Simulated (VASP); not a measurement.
# CdS (P6_3mc) in VASP: settings compared

Aim: see how the results for CdS move with the level of theory and the settings. Levels: TB-mBJ, LDA, HSE06, PBEsol. Tasks: band structure.

Everything below comes from runs of VASP 6.6.1. Logs are shortened: lines on timing, memory, paths and dates and some standing lists are left out, and cuts for length are marked.

**Experimental background.**

From “Isotope dependence of band-gap energy”, 2008, arxiv:0807.2152, for a bulk crystal of CdS: band gap 2.5809 ± 0.0002 eV.

The runs below are set against these values where they give the same quantity.

## 1. The structure

The structure is hexagonal, space group P6_3mc (No. 186). Conventional cell: a = 4.131 Å, b = 4.131 Å, c = 6.725 Å, α = 90.00°, β = 90.00°, γ = 120.00°. Around Cd (site symmetry 3m) lie 4 S at 2.53 Å. S (site symmetry 3m) is surrounded by 4 Cd at 2.53 Å.

## 2. Band structure, TB-mBJ, spin-orbit coupling, no magnetisation

POSCAR reads:

```
CdS                                     
1.0
    4.1314642933      0.0000000000      0.0000000000
   -2.0657321467      3.5779530371      0.0000000000
   -0.0000000000      0.0000000000      6.7246185049
  Cd              S             
     2     2
Direct
     0.3333333300000021    0.6666666699999979    0.9993193368878834
     0.6666666699999979    0.3333333300000021    0.4993193368878836
     0.3333333300000021    0.6666666699999979    0.3756806631121164
     0.6666666699999979    0.3333333300000021    0.8756806631121166
```

INCAR.step1 reads:

```
PREC = Accurate
ENCUT = 520
EDIFF = 1E-5
ISMEAR = 0
SIGMA = 0.03
LREAL = F
LASPH = T
NELM = 80
ALGO = Normal
ISIF = 2
LWAVE = T
LCHARG = F
MAGMOM = 0 0 0 0 0 0 0 0 0 0 0 0
LORBIT = 11
LSORBIT = T
GGA_COMPAT = F
NBANDS = 52
GGA = PE
```

INCAR.step2 reads:

```
PREC = Accurate
ENCUT = 520
EDIFF = 1E-7
ISMEAR = 0
SIGMA = 0.03
LREAL = F
LASPH = T
NELM = 80
ALGO = Normal
ISIF = 2
LWAVE = F
LCHARG = F
MAGMOM = 0 0 0 0 0 0 0 0 0 0 0 0
LORBIT = 11
LSORBIT = T
GGA_COMPAT = F
METAGGA = MBJ
NBANDS = 52
ISTART = 1
```

KPOINTS reads:

```
regular mesh
0
Gamma
  6 6 3
```

KPOINTS_OPT reads:

```
explicit points
141
Reciprocal
 0.0000000000  0.0000000000  0.0000000000 1
 0.0357142857  0.0000000000  0.0000000000 1
 0.0714285714  0.0000000000  0.0000000000 1
 0.1071428571  0.0000000000  0.0000000000 1
 0.1428571429  0.0000000000  0.0000000000 1
 0.1785714286  0.0000000000  0.0000000000 1
[... 133 lines left out ...]
 0.5000000000  0.0000000000  0.5000000000 1
 0.5000000000  0.0000000000  0.0000000000 1
```

Potentials or basis: VASP PAW PBE potentials, release 64 (Cd, S).

Launch:

```
cat potpaw_PBE.64/Cd/POTCAR potpaw_PBE.64/S/POTCAR > POTCAR
cp INCAR.step1 INCAR
mpirun -np 1 vasp_ncl > vasp.out
cp INCAR.step2 INCAR
mpirun -np 1 vasp_ncl > vasp.out
```

OUTCAR:

```text
PREC = Accurate
   ENCUT = 520
   EDIFF = 1E-7
   ISMEAR = 0
   LREAL = F
   LASPH = T
   NELM = 80
   ISIF = 2
   LORBIT = 11
   LSORBIT = T
   METAGGA = MBJ
   ISTART = 1

 ion  position               nearest neighbor table
   1  0.333  0.667  0.999-   4 2.53   4 2.53   4 2.53   3 2.53
   2  0.667  0.333  0.499-   3 2.53   3 2.53   3 2.53   4 2.53
   3  0.333  0.667  0.376-   2 2.53   2 2.53   2 2.53   1 2.53
   4  0.667  0.333  0.876-   1 2.53   1 2.53   1 2.53   2 2.53

  LATTYP: Found a hexagonal cell.
 ALAT       =     4.1314642933
 C/A-ratio  =     1.6276598386

  Lattice vectors:

 A1 = (   4.1314642933,   0.0000000000,   0.0000000000)
 A2 = (  -2.0657321467,   3.5779530371,   0.0000000000)
 A3 = (   0.0000000000,   0.0000000000,   6.7246185049)

Analysis of symmetry for initial positions (statically):
=====================================================================
 Subroutine PRICEL returns:
 Original cell was already a primitive cell.

 Routine SETGRP: Setting up the symmetry group for a
 hexagonal supercell.

 Subroutine GETGRP returns: Found 12 space group operations
 (whereof  6 operations were pure point group operations)
 out of a pool of 24 trial point group operations.

The static configuration has the point symmetry C_3v.
 The point group associated with its full space group is C_6v.

Analysis of symmetry for dynamics (positions and initial velocities):
=====================================================================
 Subroutine PRICEL returns:
 Original cell was already a primitive cell.

 Routine SETGRP: Setting up the symmetry group for a
 hexagonal supercell.

 Subroutine GETGRP returns: Found 12 space group operations
 (whereof  6 operations were pure point group operations)
 out of a pool of 24 trial point group operations.

The dynamic configuration has the point symmetry C_3v.
 The point group associated with its full space group is C_6v.

Analysis of structural, dynamic, and magnetic symmetry:
=====================================================================
 Subroutine PRICEL returns:
 Original cell was already a primitive cell.

 Routine SETGRP: Setting up the symmetry group for a
 hexagonal supercell.

 Subroutine GETGRP returns: Found 12 space group operations
 (whereof  6 operations were pure point group operations)
 out of a pool of 24 trial point group operations.

The overall configuration has the point symmetry C_3v.
 The point group associated with its full space group is C_6v.

 Subroutine INISYM returns: Found 12 space group operations
 (whereof  6 operations are pure point group operations),
 and found     1 'primitive' translations

----------------------------------------------------------------------------------------

                                     Primitive cell

  volume of cell :      99.4046

  direct lattice vectors                    reciprocal lattice vectors
     4.131464293  0.000000000  0.000000000     0.242044933  0.139744707  0.000000000
    -2.065732147  3.577953037  0.000000000     0.000000000  0.279489415  0.000000000
     0.000000000  0.000000000  6.724618505     0.000000000  0.000000000  0.148707321

  length of vectors
     4.131464293  4.131464297  6.724618505     0.279489415  0.279489415  0.148707321

  position of ions in fractional coordinates (direct lattice)
     0.333333330  0.666666670  0.999319337
     0.666666670  0.333333330  0.499319337
     0.333333330  0.666666670  0.375680663
     0.666666670  0.333333330  0.875680663

  ion indices of the primitive-cell ions
   primitive index   ion index
                 1           1
                 2           2
                 3           3
                 4           4

[... 88 lines left out ...]
  volume/ion in A,a.u.               =      24.85       167.70
  Fermi-wavevector in a.u.,A,eV,Ry     =   1.166918  2.205155 18.527012  1.361697
  Thomas-Fermi vector in A             =   2.303425
   LORBIT       =     11    0 simple, 1 ext, 2 COOP (PROOUT), +10 PAW based schemes
   METAGGA = MBJ    functional components
   LHFCALC =     F    Hartree Fock is set to
   AEXX    =    0.0000 exact exchange contribution
   IVDW    =     0    specifies the selected vdW correction
   LEPSILON=     F    determine dielectric tensor
   LRPA    =     F    only Hartree local field effects (RPA)
 Gauss-broadening in eV      SIGMA  =   0.03
  energy-cutoff  :      520.00
  volume of cell :       99.40
 maximum number of plane-waves:      5438
   NGX = 15   NGY = 15   NGZ = 25

 number of electron      35.9999995 magnetization      -0.0000000     -0.0000000     -0.0000000

 number of electron      35.9999995 magnetization       0.0000000      0.0000000      0.0000000

 number of electron      35.9999995 magnetization       0.0000000     -0.0000000      0.0000000

 number of electron      35.9999995 magnetization      -0.0000000     -0.0000000      0.0000000

 Free energy of the ion-electron system (eV)
  ---------------------------------------------------
  ext. energy  EPLUGINS =         0.00000000
  ---------------------------------------------------
  free energy    TOTEN  =       602.87068837 eV

  energy without entropy =      602.87068837  energy(sigma->0) =      602.87068837

 E-fermi :   1.6973     XC(G=0):  -7.9824

 val. band max:        1.5256007477   @ k =   0.0000   0.0000   0.0000
 cond. band min:       4.2422306241   @ k =   0.0000   0.0000   0.0000
 fundamental gap:      2.7166298764
 Fermi energy:         1.6973057725

 k-point     1 :       0.0000    0.0000    0.0000
  band No.  band energies     occupation
      1     -10.7222      1.00000
      2     -10.7222      1.00000
      3     -10.3721      1.00000
      4     -10.3721      1.00000
      5      -6.2408      1.00000
      6      -6.2408      1.00000
[... 1060 lines left out ...]
     47       9.3828      0.00000
     48       9.3828      0.00000
 [bands above 48 left out]

------------------------ aborting loop because EDIFF is reached ----------------------------------------

  FORCE on cell =-STRESS in cart. coord.  units (eV):
  Direction    XX          YY          ZZ          XY          YZ          ZX
  --------------------------------------------------------------------------------------
  -------------------------------------------------------------------------------------
  Total      -76.4964483    -76.4964485    -76.6241582      0.0000000      0.0000000      0.0000000
  in kB    -1232.9502779  -1232.9502809  -1235.0086735      0.0000000      0.0000000      0.0000000
  external PRESSURE =   -1233.6364108 kB  Pullay stress =       0.0000000 kB

 VOLUME and BASIS-vectors are now :
 -----------------------------------------------------------------------------
  energy-cutoff  :      520.00
  volume of cell :       99.40
      direct lattice vectors                 reciprocal lattice vectors
     4.131464293  0.000000000  0.000000000     0.242044933  0.139744707  0.000000000
    -2.065732147  3.577953037  0.000000000     0.000000000  0.279489415  0.000000000
     0.000000000  0.000000000  6.724618505     0.000000000  0.000000000  0.148707321

 POSITION                                       TOTAL-FORCE (eV/Angst)
 -----------------------------------------------------------------------------------
     -0.00000      2.38530      6.72004         0.000000      0.000000     -0.011001
      2.06573      1.19265      3.35773         0.000000     -0.000000     -0.011001
     -0.00000      2.38530      2.52631        -0.000000      0.000000      0.011001
      2.06573      1.19265      5.88862         0.000000     -0.000000      0.011001
 -----------------------------------------------------------------------------------
    total drift:                               -0.000013      0.000007      0.037392

  FREE ENERGIE OF THE ION-ELECTRON SYSTEM (eV)
  ---------------------------------------------------
  free  energy   TOTEN  =       602.8706883720 eV

  energy  without entropy=      602.8706883720  energy(sigma->0) =      602.87068837

 Spin-Orbit-Coupling matrix elements

 Ion:    1  E_soc:     -0.0503546
 l=   1
     0.0000000    -0.0018896    -0.0019078
    -0.0018896     0.0000000    -0.0018896
    -0.0019078    -0.0018896     0.0000000
 l=   2
     0.0000000    -0.0012951     0.0000000    -0.0012951    -0.0052141
    -0.0012951     0.0000000    -0.0039046    -0.0012866    -0.0012951
     0.0000000    -0.0039046     0.0000000    -0.0039046     0.0000000
    -0.0012951    -0.0012866    -0.0039046     0.0000000    -0.0012951
    -0.0052141    -0.0012951     0.0000000    -0.0012951     0.0000000
 l=   3
     0.0000000     0.0000000     0.0000000     0.0000000     0.0000000     0.0000000     0.0000000
     0.0000000     0.0000000     0.0000000     0.0000000     0.0000000     0.0000000     0.0000000
     0.0000000     0.0000000     0.0000000     0.0000000     0.0000000     0.0000000     0.0000000
     0.0000000     0.0000000     0.0000000     0.0000000     0.0000000     0.0000000     0.0000000
[... 49 lines left out ...]
 l=   2
     0.0000000     0.0000000     0.0000000     0.0000000     0.0000000
     0.0000000     0.0000000     0.0000000     0.0000000     0.0000000
     0.0000000     0.0000000     0.0000000     0.0000000     0.0000000
     0.0000000     0.0000000     0.0000000     0.0000000     0.0000000
     0.0000000     0.0000000     0.0000000     0.0000000     0.0000000
 l=   3
     0.0000000     0.0000000     0.0000000     0.0000000     0.0000000     0.0000000     0.0000000
     0.0000000     0.0000000     0.0000000     0.0000000     0.0000000     0.0000000     0.0000000
     0.0000000     0.0000000     0.0000000     0.0000000     0.0000000     0.0000000     0.0000000
     0.0000000     0.0000000     0.0000000     0.0000000     0.0000000     0.0000000     0.0000000
     0.0000000     0.0000000     0.0000000     0.0000000     0.0000000     0.0000000     0.0000000
     0.0000000     0.0000000     0.0000000     0.0000000     0.0000000     0.0000000     0.0000000
     0.0000000     0.0000000     0.0000000     0.0000000     0.0000000     0.0000000     0.0000000

 total charge

# of ion       s       p       d       tot
------------------------------------------
    1        0.334   0.283   9.572  10.189
    2        0.334   0.283   9.572  10.189
    3        1.400   2.629   0.000   4.029
    4        1.400   2.629   0.000   4.029
--------------------------------------------------
tot          3.468   5.825  19.144  28.437

 magnetization (x)

# of ion       s       p       d       tot
------------------------------------------
    1        0.000   0.000   0.000   0.000
    2        0.000   0.000   0.000   0.000
    3       -0.000  -0.000   0.000  -0.000
    4        0.000   0.000   0.000   0.000
--------------------------------------------------
tot          0.000   0.000   0.000   0.000

 magnetization (y)

# of ion       s       p       d       tot
------------------------------------------
    1        0.000   0.000   0.000   0.000
    2        0.000   0.000   0.000   0.000
    3        0.000   0.000   0.000   0.000
    4       -0.000   0.000   0.000  -0.000
--------------------------------------------------
tot         -0.000   0.000   0.000  -0.000

 magnetization (z)

# of ion       s       p       d       tot
------------------------------------------
    1        0.000  -0.000   0.000  -0.000
    2       -0.000  -0.000  -0.000  -0.000
    3        0.000  -0.000   0.000  -0.000
    4        0.000  -0.000   0.000  -0.000
--------------------------------------------------
tot          0.000  -0.000   0.000  -0.000
```

Run time: 24 min. Hardware: 1 thread of Intel Xeon Platinum 8488C (Sapphire Rapids), shared host; peak memory 0.59 GiB.

What came out:

* Valence electrons inside the program's atomic spheres: Cd 10.19; S 4.03

Caveat: the PAW data sets were made with another functional, which shifts forces and pressure a little.

## 3. Band structure, LDA

INCAR reads:

```
PREC = Accurate
ENCUT = 520
EDIFF = 1E-7
ISMEAR = 0
SIGMA = 0.03
LREAL = F
LASPH = T
NELM = 80
ALGO = Normal
ISIF = 2
LWAVE = F
LCHARG = F
GGA = CA
NBANDS = 26
```

KPOINTS reads:

```
regular mesh
0
Gamma
  9 9 4
```

POSCAR is that of step 2.

KPOINTS_OPT is that of step 2.

Potentials or basis: VASP PAW LDA potentials, release 64 (Cd, S).

Launch:

```
cat potpaw_LDA.64/Cd/POTCAR potpaw_LDA.64/S/POTCAR > POTCAR
mpirun -np 1 vasp_std > vasp.out
```

OUTCAR:

```text
PREC = Accurate
   ENCUT = 520
   EDIFF = 1E-7
   ISMEAR = 0
   LREAL = F
   LASPH = T
   NELM = 80
   ISIF = 2
   GGA = CA

 ion  position               nearest neighbor table
   1  0.333  0.667  0.999-   4 2.53   4 2.53   4 2.53   3 2.53
   2  0.667  0.333  0.499-   3 2.53   3 2.53   3 2.53   4 2.53
   3  0.333  0.667  0.376-   2 2.53   2 2.53   2 2.53   1 2.53
   4  0.667  0.333  0.876-   1 2.53   1 2.53   1 2.53   2 2.53

  LATTYP: Found a hexagonal cell.
 ALAT       =     4.1314642933
[... 896 lines left out ...]

  FORCE on cell =-STRESS in cart. coord.  units (eV):
  Direction    XX          YY          ZZ          XY          YZ          ZX
  --------------------------------------------------------------------------------------
  -------------------------------------------------------------------------------------
  Total       -1.2960851     -1.2960851     -1.2661301      0.0000000      0.0000000      0.0000000
  in kB      -20.8899702    -20.8899702    -20.4071622      0.0000000      0.0000000      0.0000000
  external PRESSURE =     -20.7290342 kB  Pullay stress =       0.0000000 kB

 VOLUME and BASIS-vectors are now :
 -----------------------------------------------------------------------------
  energy-cutoff  :      520.00
  volume of cell :       99.40
      direct lattice vectors                 reciprocal lattice vectors
     4.131464293  0.000000000  0.000000000     0.242044933  0.139744707  0.000000000
    -2.065732147  3.577953037  0.000000000     0.000000000  0.279489415  0.000000000
     0.000000000  0.000000000  6.724618505     0.000000000  0.000000000  0.148707321

 POSITION                                       TOTAL-FORCE (eV/Angst)
 -----------------------------------------------------------------------------------
     -0.00000      2.38530      6.72004         0.000000      0.000000     -0.002450
      2.06573      1.19265      3.35773         0.000000      0.000000     -0.002450
     -0.00000      2.38530      2.52631        -0.000000      0.000000      0.002450
      2.06573      1.19265      5.88862         0.000000     -0.000000      0.002450
 -----------------------------------------------------------------------------------
    total drift:                               -0.000015      0.000008     -0.001319

  FREE ENERGIE OF THE ION-ELECTRON SYSTEM (eV)
  ---------------------------------------------------
  free  energy   TOTEN  =       -14.7980674599 eV

  energy  without entropy=      -14.7980674599  energy(sigma->0) =      -14.79806746
```

OSZICAR:

```text
N       E                     dE             d eps       ncg     rms          rms(c)
DAV:   1     0.247687114263E+03    0.24769E+03   -0.17447E+04  1872   0.127E+03
DAV:   2    -0.186583439388E+01   -0.24955E+03   -0.24057E+03  2000   0.322E+02
DAV:   3    -0.156784682561E+02   -0.13813E+02   -0.13722E+02  2246   0.764E+01
[... 48 lines left out ...]
       N       E                     dE             ncg
DAV:   1     0.547699555475E+04   -0.33293E+05     1716
DAV:   2    -0.257948485603E+04   -0.80565E+04     1882
DAV:   3    -0.299435711367E+04   -0.41487E+03     2114
DAV:   4    -0.299823874979E+04   -0.38816E+01     1926
DAV:   5    -0.299829326410E+04   -0.54514E-01     2094
DAV:   6    -0.299829445961E+04   -0.11955E-02     2018
DAV:   7    -0.299829449160E+04   -0.31982E-04     2038
DAV:   8    -0.299829449252E+04   -0.92475E-06     2032
DAV:   9    -0.299829449255E+04   -0.25098E-07     1332
```

Wall time 2.4 min (1 thread of Intel Xeon Platinum 8488C (Sapphire Rapids), shared host); peak memory 0.27 GiB.

Results:

| Quantity | Value |
| --- | --- |
| Free energy | -14.7981 eV |
| Pressure | -2.1 GPa |
| Band gap on the k mesh | 0.96 eV, direct |
| Band gap along the path | 0.96 eV, direct |

Forces on the atoms (eV/Å):
```
Cd   0.000  0.000 -0.002
Cd   0.000  0.000 -0.002
S    0.000  0.000  0.002
S    0.000  0.000  0.002
```

Levels at the corners of the path, in eV from the valence-band top:
```csv
point,band 14,band 15,band 16,band 17,band 18,band 19,band 20,band 21,band 22,band 23
Γ,-0.78,-0.78,-0.05,0.00,0.00,0.96,2.57,6.29,6.29,6.59
M,-3.63,-2.73,-1.92,-1.35,-0.78,3.53,3.67,4.89,6.21,6.87
M,-3.63,-2.73,-1.92,-1.35,-0.78,3.53,3.67,4.89,6.21,6.87
K,-3.79,-3.20,-1.91,-1.91,-1.70,4.41,4.98,4.98,6.93,7.25
K,-3.79,-3.20,-1.91,-1.91,-1.70,4.41,4.98,4.98,6.93,7.25
Γ,-0.78,-0.78,-0.05,0.00,0.00,0.96,2.57,6.29,6.29,6.59
Γ,-0.78,-0.78,-0.05,0.00,0.00,0.96,2.57,6.29,6.29,6.59
A,-2.55,-0.40,-0.40,-0.40,-0.40,2.65,2.65,5.98,5.98,6.66
A,-2.55,-0.40,-0.40,-0.40,-0.40,2.65,2.65,5.98,5.98,6.66
L,-4.25,-1.38,-1.38,-1.37,-1.37,3.25,3.25,5.20,5.20,7.68
L,-4.25,-1.38,-1.38,-1.37,-1.37,3.25,3.25,5.20,5.20,7.68
H,-4.13,-2.51,-2.51,-1.15,-1.15,4.20,4.20,5.88,5.88,6.33
H,-4.13,-2.51,-2.51,-1.15,-1.15,4.20,4.20,5.88,5.88,6.33
A,-2.55,-0.40,-0.40,-0.40,-0.40,2.65,2.65,5.98,5.98,6.66
L,-4.25,-1.38,-1.38,-1.37,-1.37,3.25,3.25,5.20,5.20,7.68
M,-3.63,-2.73,-1.92,-1.35,-0.78,3.53,3.67,4.89,6.21,6.87
K,-3.79,-3.20,-1.91,-1.91,-1.70,4.41,4.98,4.98,6.93,7.25
H,-4.13,-2.51,-2.51,-1.15,-1.15,4.20,4.20,5.88,5.88,6.33
```

[end of part 1 of 2]
